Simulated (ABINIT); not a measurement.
**CuO (Tenorite): single point with PBE**

Crystal: CuO (Tenorite).

```xyz
4
Lattice="2.3418 -1.7113 0.0000 2.3418 1.7113 0.0000 -0.8500 0.0000 5.0579" Properties=species:S:1:pos:R:3 pbc="T T T"
Cu    0.7459   -0.8557    2.5289
Cu    1.1709    0.8557    0.0000
O     1.7043    0.2793    3.7934
O     2.1293   -0.2793    1.2645
```

```
Program             : ABINIT 10.8.3 (patched build)
Task                : single point
Functional          : PBE
Potentials or basis : PseudoDojo NC SR PBE v0.5 standard
Cutoff              : 1252 eV
k mesh              : 8 × 8 × 4
Occupations         : fermi-dirac, width 0.05 eV
Spin                : no spin polarisation
```

```yaml
Pressure: 5.5 GPa
Largest_force: 0.288 eV/Å
Band_gap_on_the_k_mesh: none (metal or under the smearing width)
Valence_electrons_inside_the_program's_atomic_spheres: Cu 17.30; O 6.20
```

Forces in eV/Å, atoms in the order of the input:
```
Cu   0.000  0.000  0.000
Cu   0.000  0.000  0.000
O    0.000 -0.288  0.000
O    0.000  0.288  0.000
```

Stress tensor (GPa, compression positive):
```
 5.18  0.00 -1.00
 0.00  6.88  0.00
-1.00  0.00  4.54
```

Levels at points of the mesh, in eV from the Fermi level:
| k point | band 22 | band 23 | band 24 | band 25 | band 26 | band 27 | band 28 | band 29 |
| --- | --- | --- | --- | --- | --- | --- | --- | --- |
| (0.00, 0.00, 0.00) | -2.15 | -2.09 | -1.60 | 0.20 | 0.92 | 1.68 | 5.98 | 8.08 |
| (0.50, 0.00, 0.00) | -1.54 | -1.49 | -1.35 | -0.02 | 0.23 | 4.80 | 6.25 | 6.88 |
| (0.50, 0.50, 0.00) | -2.06 | -1.65 | -1.15 | -0.62 | 1.04 | 3.28 | 7.03 | 8.44 |
| (0.00, 0.00, 0.50) | -2.17 | -1.49 | -1.49 | 0.22 | 0.22 | 3.88 | 3.88 | 11.63 |
| (0.50, 0.00, 0.50) | -2.08 | -1.66 | -1.54 | -0.09 | 0.73 | 5.05 | 6.47 | 8.00 |
| (0.50, 0.50, 0.50) | -1.61 | -1.25 | -1.25 | -0.43 | -0.43 | 5.16 | 5.16 | 8.95 |

It took 7 min on 1 thread of Arm Neoverse V1, on a shared host, peak memory 0.21 GiB.

Caveat: the run has no spin polarisation, though such a crystal can be magnetic; semilocal functionals often make such compounds metallic where correlation or magnetic order opens a gap, which also shifts bond lengths. With open d or f shells a metallic result of PBE can be an artefact of self-interaction; +U or a hybrid may open a gap.
